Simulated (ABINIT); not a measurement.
Sc:

```
Sc
1.0
    -1.91721    1.91721    1.71760
     1.91721   -1.91721    1.71760
     1.91721    1.91721   -1.71760
Sc
1
Cartesian
  0.0000 0.0000 0.0000
```

This isn't the form of Sc at room conditions, which is hcp.

| Quantity | Value |
| --- | --- |
| Program | ABINIT 10.8.3 (patched build) |
| Task | single point |
| Functional | PBE |
| Potentials or basis | JTH PAW PBE v2.0 |
| Cutoff | 408 eV |
| k mesh | 10 × 10 × 10 |
| Occupations | fermi-dirac, width 0.05 eV |
| Spin | no spin polarisation |

On this cell: pressure -0.9 GPa; band gap on the k mesh none (metal or under the smearing width).

The same run follows on a disturbed copy (cell strained at random at fixed volume):

```
Sc
1.0
    -2.00168    1.96521    1.81529
     1.91710   -1.89426    1.64167
     1.93748    1.83005   -1.73609
Sc
1
Direct
  0.00306 0.00531 0.99425
```

Q: What does the disturbed cell give?

A: The energy (extrapolated to zero smearing) moves by +10.1 meV/atom; pressure -0.9 GPa; band gap on the k mesh none (metal or under the smearing width).

Stress tensor (GPa, compression positive):
```
-0.98  1.08  1.38
 1.08 -1.52 -1.12
 1.38 -1.12 -0.30
```
